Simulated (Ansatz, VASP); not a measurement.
# BN: VASP beside Ansatz, part 2 of 3

One calculation is typed for both programs; each brings its own data sets. How far apart do they land? The cell is taken from a series of runs on this material, whose earlier steps may have relaxed, scaled, displaced or heated it; both programs get it as it stands.

VASP 6.6.1 and Ansatz 0.2.0.

So far: The structure; VASP: zone-centre phonons, LDA, pair 1.

### 3. Ansatz: zone-centre phonons, LDA, pair 1

Level of this step: Ansatz beside VASP: Kohn-Sham DFT, plane waves, LDA (Ansatz).

Ansatz runs on its PAW soft_1 files.

The same cell, functional (in two slightly different forms) and mesh now go to Ansatz, which takes its cutoff from its data sets.

The input, input.yaml:

```yaml
crystal:
  lattice:
    - [0.0, 1.7183283026, 1.8224382523]
    - [1.7183283026, 0.0, 1.8224382523]
    - [1.7183283026, 1.7183283026, 0.0]
  atoms:
    - { symbol: B, position: [0.0, 0.0, 0.0] }
    - { symbol: "N", position: [0.25, 0.25, 0.25] }
kpoints:
  mp_grid: { grid: [12, 12, 12] }
hamiltonian:
  xc: lda
  pseudopotentials: { kind: paw, azcp: { folder: soft_1 }, xc_functional: pbe }
scf:
  occupations: { method: fixed }
output:
  eigenvalues: true
phonons:
  method: dfpt
  dielectric: true
  rigid_motions: translations
```

Run with:

```console
$ ansatz run input.yaml --threads 4 --pin off --max-ram 10240MiB --backend cpu --events-out ev --progress --plain --runs-dir out
```

Numbers of over 12 decimals in the logs are rounded to 6 here.

What it wrote:

```text
Engine: ansatz 0.2.0, x86_64-unknown-linux-gnu
Pseudopotentials: kind: paw
Pseudopotential: B, paw, valence charge 3, recommended cutoff 420 eV (normal), soft_1/B.paw.azcp
Pseudopotential: N, paw, valence charge 5, recommended cutoff 420 eV (normal), soft_1/N.paw.azcp
Functional definition: SPW92
  exchange = slater_x
  correlation = pw_c
Crystal: 2 atoms, lattice volume = 10.762 Å³
Basis set: ecut = 420 eV, 199 PW (Γ), exchange–correlation on 36×36×36 points (8 copies of the dense FFT grid, shifted against one another)
Bands: 8, of which v1, the nominal top of the filled ones, is band 4 counted from 1 (3 counted from 0)
Symmetry: 8 space group operations
k-points: 868 of 1728 (irreducible under 1 space group operation, time reversal used)
Non-local potential: B, projectors of the file, l = 0: 2, l = 1: 2, l = 2: 1
Non-local potential: N, projectors of the file, l = 0: 2, l = 1: 2, l = 2: 1
PAW form: soft (Blöchl's): semilocal exchange-correlation on the pseudo side does not see the compensation charge
PAW frozen core: B, regenerated for the run's functional, and the local potential with it (the file was generated under x = pbe(κ = 0.804, μ = 0.219515), c = pbe(β = 0.066725))
PAW frozen core: N, regenerated for the run's functional, and the local potential with it (the file was generated under x = pbe(κ = 0.804, μ = 0.219515), c = pbe(β = 0.066725))
PAW one-centre angular grid: B, 110 points (default); XC on 64 Gauss nodes
PAW one-centre angular grid: N, 110 points (default); XC on 64 Gauss nodes
Initial density: superposition of atomic densities (chi_scale 0.1, normalization cell, long waves kept (reshape's long-wave potential 0.00 eV rms))
Initial wavefunctions: pseudopotential atomic-orbital guess
Functional: x = slater, c = lda
SCF iter   1: F=—  HF=-527.247370 eV  |F-HF|=—  |Δ(HF+E_count)|=         —  Δρ=1.65e-1  dr2=2.27e0  ethr=3.10e-3  ⟨swp⟩=3.9  Hψ=39236  notcnv=0  defer=1553
preconditioner: auto → none  [insulator: Δε(μ)=5.502 eV  Ē_g=21.598 eV  n_scr=0 (ndim 8)  ℏωp=32.0 eV  f_vac=0.000  ε∞_Penn≈3.2]
SCF iter   2: F=—  HF=-526.443843 eV  |F-HF|=—  |Δ(HF+E_count)|=   8.04e-1  Δρ=6.73e-2  dr2=2.68e-1  ethr=3.10e-3  ⟨swp⟩=2.0  Hψ=20325  notcnv=0  defer=300
SCF iter   3: F=—  HF=-526.365535 eV  |F-HF|=—  |Δ(HF+E_count)|=   7.83e-2  Δρ=2.25e-2  dr2=3.22e-2  ethr=3.10e-3  ⟨swp⟩=3.0  Hψ=12003  notcnv=0  defer=1661
SCF iter   4: F=—  HF=-526.355953 eV  |F-HF|=—  |Δ(HF+E_count)|=   9.58e-3  Δρ=2.91e-3  dr2=2.92e-4  ethr=4.03e-4  ⟨swp⟩=3.0  Hψ=12191  notcnv=0  defer=1728
SCF iter   5: F=—  HF=-526.355945 eV  |F-HF|=—  |Δ(HF+E_count)|=   7.84e-6  Δρ=1.45e-4  dr2=9.13e-7  ethr=3.65e-6  ⟨swp⟩=3.0  Hψ=10943  notcnv=0  defer=1734
SCF iter   6: F=—  HF=-526.355946 eV  |F-HF|=—  |Δ(HF+E_count)|=   2.58e-7  Δρ=1.38e-5  dr2=4.61e-9  ethr=1.14e-8  ⟨swp⟩=2.6  Hψ=10102  notcnv=0  defer=110
SCF iter   7: F=-526.355946 eV  HF=-526.355946 eV  |F-HF|=4.77e-12  |Δ(HF+E_count)|=  3.15e-10  Δρ=6.19e-7  dr2=1.79e-11  ethr=1.25e-12  ⟨swp⟩=7.5  Hψ=38249  notcnv=0
SCF 1 converged in 7 iterations: F = -526.355946 eV  dr2 = 1.79e-11
  greatest PAW one-centre occupation: 0.791 electrons in one spin orbital (limit 2), on the N atom at site 1 (counted from 0), in its partial waves of l = 0
NSCF: frozen V_eff on 3 k-points
DFPT response loops at Γ: preconditioner auto → none (the input reference at scf.mixing.eps_inf says where Resta's filter doesn't serve); β = 0.50; Broyden in place of MSR1
SCF converged after 7 iterations
Free energy (F): -526.355946 eV
Harris-Foulkes:  -526.355946 eV  (|F-HF|=4.77e-12)
Internal energy: -526.355946 eV  (E = F + TS)
E sigma→0 (E₀):  -526.355946 eV
Fermi energy:    12.698256 eV
--- Per-component energies (eV) ---
  E_band       = 33.371542
  E_kinetic    = 188.878971
  E_local      = -150.197518  (includes V_loc(G=0)·N_el)
  E_nonlocal   = 44.536424
  E_hartree    = 46.075327
  E_xc         = -93.755618
  E_vxc        = -116.445008  (∫ρ·V_xc dr)
  E_paw        = -192.185163  (= ΣΔE_a)
  E_vpaw       = -25.552859  (= ΣTr[D̂ρ^β])
  E_aug_tail   = 0.000915  (compensation charges beyond the density's cutoff)
  E_ewald      = -369.835162
  E_core_change = 0.125878  (= ΣΔE_core)
  E_smearing   = -0.000000  (= −TS)
  E_closure    = 0.000000  (closes the sum)
  Σ components = -526.355946   (vs F -526.355946, Δ=0.00e0)
--- Band table (eV; the first three rows and the last of 868) ---
  k-point 0: bands = ["-8.6972", "12.0116", "12.6983", "12.6983", "21.4918", "21.4918", "21.9201", "24.4045"]
  k-point 1: bands = ["-8.5143", "11.3796", "12.1453", "12.5218", "21.6666", "21.8028", "22.3550", "24.8915"]
  k-point 2: bands = ["-7.9712", "9.2660", "11.4892", "12.0966", "22.0314", "22.5478", "23.1586", "26.0601"]
  k-point 867: bands = ["-3.9463", "0.8927", "9.8278", "10.8569", "22.3599", "23.9316", "24.7491", "28.4561"]
--- Phonons (Γ-DFPT): 4 representative perturbations + reference, on 868 of 1728 k-points (Σ response iterations 12) ---
  k mesh reduced under 1 symmetry operation, with k and −k counted as one. Each operation leaves every solved perturbation unchanged. A smaller set is not considered because the run solves the response to a homogeneous field
  ASR residual: 7.693e-5 → 0.000e0 eV/Å²; symmetrization residual: 2.709e-7 eV/Å²
  ASR residual per site (eV/Å²): 7.69e-5 1.97e-5
  Γ frequencies (cm⁻¹): 0.00 0.00 0.00 1129.52 1155.15 1155.15
  ε∞ (high-frequency dielectric tensor):
        4.440592     0.000000     0.000000
        0.000000     4.440592    -0.000000
        0.000000     0.000000     4.718154
  ε⁰ (static dielectric tensor: ions relaxed, cell fixed):
        6.269064    -0.000000     0.000000
       -0.000000     6.269064     0.000000
        0.000000     0.000000     6.982267
  ε⁰ − ε∞ (ionic part):
        1.828471    -0.000000     0.000000
       -0.000000     1.828471     0.000000
        0.000000     0.000000     2.264114
  softest optical mode at Γ: 1129.52 cm⁻¹; the repairs (sum rule, projections) moved no ω² at Γ by more than (1.41 cm⁻¹)²
  Born effective charges Z* (e; rows j = field, columns β = displacement):
    site 0:
         1.80439   -0.00000   -0.00000
        -0.00000    1.80439    0.00000
         0.00000    0.00000    1.96331
    site 1:
        -1.80439    0.00000    0.00000
         0.00000   -1.80439   -0.00000
        -0.00000   -0.00000   -1.96331
  Z* charge neutrality: 2.451e-6 e pre-enforcement
  k-mesh period / interband length: 29.2 Å / 1.28 Å = 22.83 at k = (-0.5000, -0.5000, 0.0000), direct gap 10.062 eV — 14 or more, which is no proof of convergence
  optical modes at Γ without the LO–TO term, one row a degenerate level:
      ω (cm⁻¹)  modes    IR ((D/Å)²/amu)
       1129.52      1            14.5754
       1155.15      2            24.6226
  optical modes at Γ + LO–TO along q̂ = [1.0000, 0.0000, 0.0000]:
      ω (cm⁻¹)  modes    IR ((D/Å)²/amu)
       1129.52      1            14.5754
       1155.15      1            12.3113
       1372.53      1            12.3113
  optical modes at Γ + LO–TO along q̂ = [0.0000, 1.0000, 0.0000]:
      ω (cm⁻¹)  modes    IR ((D/Å)²/amu)
       1129.52      1            14.5754
       1155.15      1            12.3113
       1372.53      1            12.3113
  optical modes at Γ + LO–TO along q̂ = [0.0000, 0.0000, 1.0000]:
      ω (cm⁻¹)  modes    IR ((D/Å)²/amu)
       1155.15      2            24.6226
       1374.06      1            14.5754
```

In the SCF lines HF is the Harris–Foulkes energy and dr2 the Hartree energy of the density residual, in eV; the loop may stop once dr2 is under the threshold and the program's other checks hold. Hψ counts applications of the Hamiltonian.

### 4. Side by side

Known differences besides the potentials themselves: the two LDA forms differ slightly; fixed occupations in Ansatz, narrow Gaussian smearing in VASP; the cutoff is 420 eV in Ansatz and 600 eV in VASP; VASP's log shows a relativistic correction to its local exchange, Ansatz's none. Total energies have different zeros and are not compared.

Compared:

| quantity | Ansatz | VASP | difference |
| --- | --- | --- | --- |
| ε∞ xx | 4.44 | 4.44 | +0.04 % |
| ε∞ yy | 4.44 | 4.44 | +0.04 % |
| ε∞ zz | 4.72 | 4.72 | +0.05 % |
| Born charge of B1 (mean of the diagonal) (e) | 1.86 | 1.85 | 0.00 |
| Born charge of N2 (mean of the diagonal) (e) | -1.86 | -1.85 | 0.00 |
| optical mode 1 (cm⁻¹) | 1129.5 | 1134.1 | -0.41 % |
| optical mode 2 to 3 (cm⁻¹) | 1155.2 | 1158.3 | -0.28 % |

Modes are paired by rising frequency, not by their patterns, so a pair may set unlike modes beside each other; they are those without the splitting of longitudinal modes.

### 5. VASP: zone-centre phonons, LDA, pair 2

Second derivatives magnify differences that forces hide, and they need a tight electronic threshold. The cell compared in this pair holds 10.94 Å³, against 10.76 Å³ for the pair before.

The input, INCAR:

```
SYSTEM = BN
PREC = Accurate
ENCUT = 600
EDIFF = 1E-08
NELM = 120
ISMEAR = 0
SIGMA = 0.01
LREAL = .FALSE.
ALGO = Normal
GGA = CA
NBANDS = 10
LORBIT = 11
LWAVE = .FALSE.
LCHARG = .FALSE.
ISIF = 2
IBRION = 8
LEPSILON = .TRUE.
LASPH = .TRUE.
GGA_COMPAT = .FALSE.
EFERMI = MIDGAP
KPAR = 2
```

The input, POSCAR:

```
BN
1.0
    0.0000000000      1.7362275558      1.8143959494
    1.7362275558      0.0000000000      1.8143959494
    1.7362275558      1.7362275558      0.0000000000
B N
1 1
Direct
    0.0000000000      0.0000000000      0.0000000000
    0.2500000000      0.2500000000      0.2500000000
```

The input, KPOINTS:

```
Automatic mesh
0
Gamma
12 12 12
0 0 0
```

Potentials, in the order of the species: B and N (LDA family, release 64).

Run with:

```console
$ mpirun -np 2 vasp_std
```

What it wrote:

```text
[... set-up lines as in an earlier step ...]
 entering main loop
       N       E                     dE             d eps       ncg     rms          rms(c)
DAV:   1     0.111107210240E+02    0.11111E+02   -0.56854E+03  3340   0.897E+02
DAV:   2    -0.201508466172E+02   -0.31262E+02   -0.30196E+02  3864   0.172E+02
DAV:   3    -0.206269407291E+02   -0.47609E+00   -0.47496E+00  3812   0.184E+01
DAV:   4    -0.206274731533E+02   -0.53242E-03   -0.53241E-03  3528   0.742E-01
[...]
DAV:  11    -0.193476219276E+02   -0.43027E-06   -0.15395E-06  3630   0.922E-03    0.594E-03
DAV:  12    -0.193476218652E+02    0.62366E-07   -0.42449E-07  3582   0.420E-03    0.233E-04
DAV:  13    -0.193476218657E+02   -0.52296E-09   -0.66649E-09  2010   0.843E-04
   1 F= -.19347622E+02 E0= -.19347622E+02  d E =0.000000E+00
 Linear response reoptimize wavefunctions to high precision
DAV:   1    -0.193476218657E+02    0.40018E-10   -0.18160E-10  2218   0.161E-04
 Linear response G [H, r] |phi>, progress :
  Direction:   1
       N       E                     dE             d eps       ncg     rms
[...]
RMM:  10    -0.228073780427E+00    0.15195E-08   -0.31565E-09 12155   0.149E-05    0.330E-07
 first order change of Fermi-energy   0.71949E-04
 force on displaced ion       2 direction 1 : -29.020   0.000  -0.000
 Born effective charge ion    2 direction 1 :  -1.816   0.000   0.000
 Linear response progress:
  Degree of freedom:   4/  4
       N       E                     dE             d eps       ncg     rms          rms(c)
RMM:   1    -0.231258114056E+00   -0.23126E+00    0.10784E-01 11218   0.335E+00
RMM:   2    -0.225018516073E+00    0.62396E-02   -0.19887E-03  8645   0.441E-01    0.251E-01
RMM:   3    -0.225956876352E+00   -0.93836E-03   -0.48134E-04  8317   0.178E-01    0.134E-01
RMM:   4    -0.228128376152E+00   -0.21715E-02   -0.45430E-04  8048   0.173E-01    0.240E-02
[...]
RMM:   8    -0.228202518405E+00    0.17417E-06   -0.57532E-10  9305   0.333E-05    0.202E-05
RMM:   9    -0.228202434876E+00    0.83529E-07   -0.87086E-10  9685   0.287E-05    0.933E-07
RMM:  10    -0.228202432295E+00    0.25808E-08   -0.18107E-09  7144   0.159E-05    0.472E-07
 first order change of Fermi-energy  -0.47207E+01
 force on displaced ion       2 direction 3 :  -0.000  -0.000 -28.035
 Born effective charge ion    2 direction 3 :   0.000   0.000  -1.935
 Born effective charges drift removed
 Linear response finished
```

OUTCAR, selected parts (step 5):

```text
  Total        2.1994013      2.1994013      0.0854380      0.0000000     -0.0000000      0.0000000
  in kB      322.1363323    322.1363323     12.5137166      0.0000000     -0.0000000      0.0000000
  external PRESSURE =     218.9287938 kB  Pullay stress =       0.0000000 kB

 POSITION                                       TOTAL-FORCE (eV/Angst)
 -----------------------------------------------------------------------------------
      0.00000      0.00000      0.00000        -0.000000     -0.000000      0.000000
      0.86811      0.86811      0.90720         0.000000      0.000000     -0.000000
 -----------------------------------------------------------------------------------
    total drift:                                0.000001      0.000001     -0.000002

 MACROSCOPIC STATIC DIELECTRIC TENSOR (including local field effects in DFT)
 ------------------------------------------------------
           4.466091     0.000000     0.000000
           0.000000     4.466091     0.000000
          -0.000000    -0.000000     4.672675
 ------------------------------------------------------

 MACROSCOPIC STATIC DIELECTRIC TENSOR IONIC CONTRIBUTION
 ------------------------------------------------------
           1.880512     0.000000     0.000000
           0.000000     1.880512     0.000000
           0.000000     0.000000     2.208725
 ------------------------------------------------------

[... 1 part as in an earlier step ...]

[... 1 further part left out ...]
```

### 6. Ansatz: zone-centre phonons, LDA, pair 2

The same cell, functional (in two slightly different forms) and mesh now go to Ansatz, which takes its cutoff from its data sets.

The cell is taken from a series of runs on this material, whose earlier steps may have relaxed, scaled, displaced or heated it; both programs get it as it stands.

input.yaml, the sections that differ from step 3:

```yaml
crystal:
  lattice:
    - [0.0, 1.7362275558, 1.8143959494]
    - [1.7362275558, 0.0, 1.8143959494]
    - [1.7362275558, 1.7362275558, 0.0]
  atoms:
    - { symbol: B, position: [0.0, 0.0, 0.0] }
    - { symbol: "N", position: [0.25, 0.25, 0.25] }
# kpoints, hamiltonian, scf, output, phonons: as in step 3
```

Run with:

```console
$ ansatz run input.yaml --threads 4 --pin off --max-ram 10240MiB --backend cpu --events-out ev --progress --plain --runs-dir out
```

What it wrote:

```text
[...]
Crystal: 2 atoms, lattice volume = 10.939 Å³
Basis set: ecut = 420 eV, 199 PW (Γ), exchange–correlation on 36×36×36 points (8 copies of the dense FFT grid, shifted against one another)
Bands: 8, of which v1, the nominal top of the filled ones, is band 4 counted from 1 (3 counted from 0)
Symmetry: 8 space group operations
k-points: 868 of 1728 (irreducible under 1 space group operation, time reversal used)
[...]
optical modes at Γ + LO–TO along q̂ = [1.0000, 0.0000, 0.0000]:
      ω (cm⁻¹)  modes    IR ((D/Å)²/amu)
[...]
optical modes at Γ + LO–TO along q̂ = [0.0000, 1.0000, 0.0000]:
      ω (cm⁻¹)  modes    IR ((D/Å)²/amu)
[...]
1133.78      1            12.5375
       1353.71      1            12.5375
  optical modes at Γ + LO–TO along q̂ = [0.0000, 0.0000, 1.0000]:
      ω (cm⁻¹)  modes    IR ((D/Å)²/amu)
       1133.78      2            25.0749
       1353.84      1            14.2312
[key lines of the parts left out:]
SCF converged after 7 iterations
Free energy (F): -526.407667 eV
Fermi energy:    12.351717 eV
```

### 7. Differences

Both answers:

| quantity | Ansatz | VASP | difference |
| --- | --- | --- | --- |
| ε∞ xx | 4.47 | 4.47 | +0.05 % |
| ε∞ yy | 4.47 | 4.47 | +0.05 % |
| ε∞ zz | 4.67 | 4.67 | +0.05 % |
| Born charge of B1 (mean of the diagonal) (e) | 1.86 | 1.86 | 0.00 |
| Born charge of N2 (mean of the diagonal) (e) | -1.86 | -1.86 | 0.00 |
| optical mode 1 (cm⁻¹) | 1113.3 | 1118.0 | -0.42 % |
| optical mode 2 to 3 (cm⁻¹) | 1133.8 | 1137.4 | -0.32 % |

Modes are paired by rising frequency, not by their patterns, so a pair may set unlike modes beside each other; they are those without the splitting of longitudinal modes.

(Part 2 of 3 ends here.)

[Lines on the potential files, build, host, timing and source positions are cut from VASP's logs without a mark.]

[Logs are printed without paths, hosts, clocks, repeated set-up lines and the standing remarks that a program may print on its own settings, such as how far it seeks lower states.]

[Hosts, paths, dates, database ids (printed as entryN), source tags and the programs' standing remarks are cut or masked in the printed files.]
